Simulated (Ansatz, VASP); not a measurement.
# Sr2O: VASP beside Ansatz

```
Sr O
1.0
     3.79640    0.00000    0.00000
    -1.89820    3.28777    0.00000
     0.00000    0.00000   30.00115
Sr O
2 1
Direct
  0.33333 0.66667 0.25023
  0.66667 0.33333 0.34975
  0.00000 0.00000 0.29999
```

Change from the starting cell: species swapped into a sheet of the MgI2 type.

Alike in both runs: functional PBE; k mesh 6 × 6 × 1; occupations gaussian, width 0.1 eV; no spin polarisation.

Ansatz relaxed the structure, and its values are those at the end. VASP's run is a single point on that final structure, the one shown.

|  | VASP | Ansatz |
| --- | --- | --- |
| version | VASP 6.6.1 | Ansatz 0.2.0 |
| potentials or method | VASP PAW PBE potentials, release 64 (Sr_sv, O) | scalar-relativistic, plane waves, PAW |
| plane-wave cutoff (eV) | 520 | 420 |
| valence electrons in the cell | 26 | 26 |

Ansatz gave:

```
gap on the k mesh at the Fermi level (eV) : none
rms of the force components (eV/Å)        : 0.016
```

Task: What did VASP give for the same quantities?

Result: gap on the k mesh at the Fermi level (eV): none; rms of the force components (eV/Å): 0.033.

A gap of «none» marks a metal or a gap that the smearing closes. The functional is the same, so the differences come from potentials, cutoffs and numerics. Ansatz warned: «slab_cell_height_set».
